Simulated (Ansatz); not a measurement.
Input of an Ansatz 0.2.0 run:

input.yaml

```yaml
crystal:
  lattice:
    - [-3.28625, 3.28625, 2.9816]
    - [3.28625, -3.28625, 2.9816]
    - [3.28625, 3.28625, -2.9816]
  atoms:
    - { symbol: Hf, position: [0.0, 0.0, 0.0] }
    - { symbol: Hf, position: [0.75, 0.25, 0.5] }
    - { symbol: Si, position: [0.5, 0.5, 0.0] }
    - { symbol: Si, position: [0.25, 0.75, 0.5] }
    - { symbol: O, position: [0.6802, 0.4957, 0.8155] }
    - { symbol: O, position: [0.2457, 0.9302, 0.3155] }
    - { symbol: O, position: [0.6802, 0.8647, 0.1845] }
    - { symbol: O, position: [0.6147, 0.9302, 0.6845] }
    - { symbol: O, position: [0.0698, 0.3853, 0.3155] }
    - { symbol: O, position: [0.5043, 0.3198, 0.1845] }
    - { symbol: O, position: [0.0698, 0.7543, 0.6845] }
    - { symbol: O, position: [0.1353, 0.3198, 0.8155] }
hamiltonian:
  xc: rpbe
  pseudopotentials: { kind: paw }
  dispersion: d3bj
kpoints:
  mp_grid: { grid: [6, 6, 6] }
scf:
  occupations: { method: fermi_dirac, width: 0.05 }
output:
  forces: true
  stress: true
  eigenvalues: true
relax:
  f_tol: 0.01
  max_steps: 40
  cell: { stress_tol: 0.05 }
```

Potentials or basis: Ansatz PAW.

Command:

```sh
$ ansatz run input.yaml --threads 4 --pin off --max-ram 11264MiB --backend cpu --events-out ev --progress --plain --runs-dir out
```

(1) Estimate the relaxed volume.

(2) Estimate the space group after relaxing (to 0.05 Å).

(3) Predict the band gap on the k mesh.

(4) Predict the relaxed cell.

## Answers

(1) 10.54 Å³/atom.

(2) I4_1/amd (No. 141).

(3) 5.66 eV, indirect (least direct gap 6.04 eV).

(4) a = 5.488 Å, b = 5.488 Å, c = 5.488 Å, α = 107.06°, β = 107.06°, γ = 114.42°.

Caveat: the plane-wave basis is chosen anew once the cell has moved, so the energies of steps on either side of that aren't comparable; the pressure holds a Pulay correction of +0.7 GPa for the finite cutoff; spin-orbit coupling is left out, which moves the levels of the heavy elements; the PAW data sets come from PBE, with cores solved anew for the run's functional, which leaves a small shift of forces and pressure.
